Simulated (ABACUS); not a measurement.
**SnO: equation of state with PBE**

SnO:

```
CELL_PARAMETERS angstrom
3.81370 0.00000 0.00000
0.00000 3.81370 0.00000
0.00000 0.00000 4.88691
ATOMIC_POSITIONS crystal
Sn 0.50000 0.00000 0.76463
Sn 0.00000 0.50000 0.23537
O 0.00000 0.00000 0.00000
O 0.50000 0.50000 0.00000
```

The cell is a database's computed one.

```json
{"Program": "ABACUS 3.10.1", "Task": "equation of state", "Functional": "PBE", "Potentials or basis": "PseudoDojo NC SR 0.4.1 PBE standard", "Cutoff": "1143 eV", "Density cutoff": "4572 eV", "Basis": "plane waves", "k mesh": "7 × 7 × 6", "Occupations": "fermi-dirac, width 0.05 eV", "Spin": "no spin polarisation"}
```

The equilibrium volume is 18.57 Å³/atom. The bulk modulus at fixed shape and positions is 84 GPa. The pressure derivative of the bulk modulus is 4.4.

Energy against volume, from the lowest point:
```
volume (Å³/atom)  energy (meV/atom)
          16.703              59.80
          17.058              37.75
          17.414              21.25
          17.769               9.78
          18.125               2.86
          18.480               0.00
          18.835               0.82
```

All runs of the series together: 100 s on 4 threads of Intel(R) Xeon(R) 6975P-C (Granite Rapids), with other jobs on the host.

Caveat: the cell was scaled at fixed shape and fractional positions, which overstates the stiffness of a crystal with free parameters, most of all of layers and chains.
